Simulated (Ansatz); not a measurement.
Input for Ansatz (plane-wave DFT, PAW):

```yaml
crystal:
  lattice:
    - [0.0, 3.0874073786, 3.0874073786]
    - [3.0874073786, 0.0, 3.0874073786]
    - [3.0874073786, 3.0874073786, 0.0]
  atoms:
    - { symbol: Na, position: [0.0, 0.0, 0.0] }
    - { symbol: Cl, position: [0.5, 0.5, 0.5] }
basis:
  ecutwfc: 420
kpoints:
  mp_grid: { grid: [6, 6, 6] }
hamiltonian:
  xc: pbesol
scf:
  occupations: { method: gaussian, width: 0.02 }
output:
  forces: true
  stress: true
  eigenvalues: true
```

Command:
```bash
ansatz run input.yaml --threads 1 --pin off --max-ram 1331MiB --backend cpu --events-out ev --progress --plain --runs-dir out
```

Computed with DFT PBEsol, scalar-relativistic, plane waves, PAW in Ansatz.

Part of what the program printed, abridged:

```
Pseudopotentials: kind: paw
Pseudopotential: Na, paw, valence charge 9, recommended cutoff 420 eV (normal)
Pseudopotential: Cl, paw, valence charge 7, recommended cutoff 420 eV (normal)
Functional definition: PBEsol
Crystal: 2 atoms, lattice volume = 58.859 Å³
Basis set: ecut = 420 eV, 1139 PW (Γ), exchange–correlation on 60×60×60 points (8 copies of the dense FFT grid, shifted against one another)
Bands: 12, of which v1, the nominal top of the filled ones, is band 8 counted from 1 (7 counted from 0)
Symmetry: 48 space group operations
Space group: Fm-3m (ITA 225), of the structure as read, at distance tolerance 3.9e-5 Å
k-points: 16 of 216
Initial density: superposition of atomic densities (neutral atoms: chi_scale 0, normalization atom), corrected by the library's trained network
Initial wavefunctions: pseudopotential atomic-orbital guess
Functional: x = pbesol(κ = 0.804, μ = 0.12345679), c = pbesol(β = 0.046)
SCF iter   1: F=—  HF=-2540.054884 eV  |F-HF|=—  |Δ(HF+E_count)|=         —  Δρ=2.36e-3  dr2=3.63e-3  ethr=1.77e-3  ⟨swp⟩=5.9  Hψ=1108  notcnv=0
SCF iter   2: F=—  HF=-2540.052435 eV  |F-HF|=—  |Δ(HF+E_count)|=   2.45e-3  Δρ=7.52e-4  dr2=2.81e-4  ethr=2.27e-5  ⟨swp⟩=2.8  Hψ=494  notcnv=0
SCF iter   3: F=—  HF=-2540.052392 eV  |F-HF|=—  |Δ(HF+E_count)|=   4.34e-5  Δρ=2.48e-4  dr2=2.55e-5  ethr=1.76e-6  ⟨swp⟩=2.1  Hψ=301  notcnv=0
SCF iter   4: F=—  HF=-2540.052410 eV  |F-HF|=—  |Δ(HF+E_count)|=   1.82e-5  Δρ=1.41e-4  dr2=2.07e-5  ethr=1.59e-7  ⟨swp⟩=2.0  Hψ=256  notcnv=0
SCF iter   5: F=—  HF=-2540.052406 eV  |F-HF|=—  |Δ(HF+E_count)|=   3.59e-6  Δρ=9.09e-5  dr2=8.57e-6  ethr=1.29e-7  ⟨swp⟩=1.0  Hψ=192  notcnv=0
SCF iter   6: F=—  HF=-2540.052404 eV  |F-HF|=—  |Δ(HF+E_count)|=   2.44e-6  Δρ=2.43e-5  dr2=5.95e-7  ethr=5.36e-8  ⟨swp⟩=2.0  Hψ=231  notcnv=0
SCF iter   7: F=-2540.052403 eV  HF=-2540.052404 eV  |F-HF|=1.04e-8  |Δ(HF+E_count)|=   1.64e-7  Δρ=3.74e-6  dr2=1.50e-8  ethr=6.25e-10  ⟨swp⟩=2.6  Hψ=652  notcnv=0
SCF 1 converged in 7 iterations: F = -2540.052403 eV  dr2 = 1.50e-8
SCF converged after 7 iterations
Free energy (F): -2540.052403 eV
Harris-Foulkes:  -2540.052404 eV  (|F-HF|=1.04e-8)
Internal energy: -2540.052403 eV  (E = F + TS)
E sigma→0 (E₀):  -2540.052403 eV
Fermi energy:    1.397120 eV
--- Per-component energies (eV) ---
  E_band       = -264.143855
  E_kinetic    = 280.396377
  E_local      = -1659.337486  (includes V_loc(G=0)·N_el)
  E_nonlocal   = 144.437095
  E_hartree    = 588.589619
  E_xc         = -143.898784
  E_vxc        = -170.350647  (∫ρ·V_xc dr)
  E_paw        = -895.301181  (= ΣΔE_a)
  E_vpaw       = -36.470450  (= ΣTr[D̂ρ^β])
  E_aug_tail   = 0.000081  (compensation charges beyond the density's cutoff)
  E_ewald      = -855.071252
  E_core_change = 0.133126  (= ΣΔE_core)
  E_smearing   =  0.000000  (= −TS)
--- Forces (eV/Å), atoms counted from 1 ---
  atom   1  Na     0.00000000     0.00000000     0.00000000
  atom   2  Cl     0.00000000     0.00000000     0.00000000
--- Stress (GPa, compression-positive) ---
       -3.825896       0.000000       0.000000
        0.000000      -3.825896       0.000000
        0.000000       0.000000      -3.825896
  P = ⅓ Tr σ = -3.8259 GPa (-38.259 kbar)
--- Band table (eV; the first three rows and the last of 16) ---
  k-point 0: bands = ["-49.9038", "-21.9719", "-21.9719", "-21.9719", "-12.8303", "-0.6651", "-0.6651", "-0.6651", "3.4593", "9.8898", "9.8898", "9.8898"]
  k-point 1: bands = ["-49.9038", "-21.9739", "-21.9721", "-21.9721", "-12.7947", "-1.0621", "-0.7043", "-0.7043", "4.1160", "9.0168", "10.0451", "10.0451"]
  k-point 2: bands = ["-49.9037", "-21.9779", "-21.9725", "-21.9725", "-12.7218", "-1.6776", "-0.7801", "-0.7801", "5.3313", "8.1311", "9.6828", "9.6828"]
  k-point 15: bands = ["-49.9036", "-21.9771", "-21.9753", "-21.9747", "-12.6512", "-1.5967", "-1.2485", "-1.1192", "6.6456", "7.7000", "8.4305", "9.7865"]
```

The run converged.